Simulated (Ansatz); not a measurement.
CuO:

```
Cu O
1.0
    -2.34185    1.71130    0.00000
     0.85003    0.00000   -5.05787
    -2.34185   -5.13390    0.00000
Cu O
4 4
Direct
  0.24800 0.00060 0.24330
  0.74800 0.00060 0.74330
  0.99800 0.50060 0.49330
  0.49800 0.50060 0.99330
  0.70720 0.75060 0.28410
  0.20720 0.75060 0.78410
  0.78880 0.25060 0.20250
  0.30482 0.24579 0.75612
```

Base run:

| Quantity | Value |
| --- | --- |
| Program | Ansatz 0.2.0 |
| Functional | r2SCAN |
| Potentials or basis | Ansatz PAW |
| Cutoff | 500 eV (not typed: the program's choice for these potentials) |
| k mesh | 9 × 5 × 5 |
| Occupations | fermi-dirac, width 0.05 eV |
| Spin | no spin polarisation |
| Hubbard terms | Cu d U = 5.3 eV |

Its results: band gap on the k mesh none (metal or under the smearing width); pressure 4.3 GPa; largest force 2.670 eV/Å.

The run is repeated on the same cell with these changes: functional from r2SCAN to PBE; cutoff from 500 eV (not typed: the program's choice for these potentials) to 800 eV; hubbard terms from Cu d U = 5.3 eV to none; hubbard projectors from ortho-atomic (the default) to none. What comes out?

Band gap on the k mesh none (metal or under the smearing width); pressure 8.9 GPa; largest force 2.625 eV/Å.

Several settings changed at once, so the effect can't be laid on one alone.

Caveats: the run has no spin polarisation, though such a crystal can be magnetic; forces of over 1 eV/Å show positions far from the minimum, so gaps and moduli don't describe the material at rest; U without spin polarisation on a metal has little footing (some runs); the PAW data sets come from PBE, with cores solved anew for the run's functional, which leaves a small shift of forces and pressure (some runs); semilocal functionals often make such compounds metallic where correlation or magnetic order opens a gap, which also shifts bond lengths (some runs).
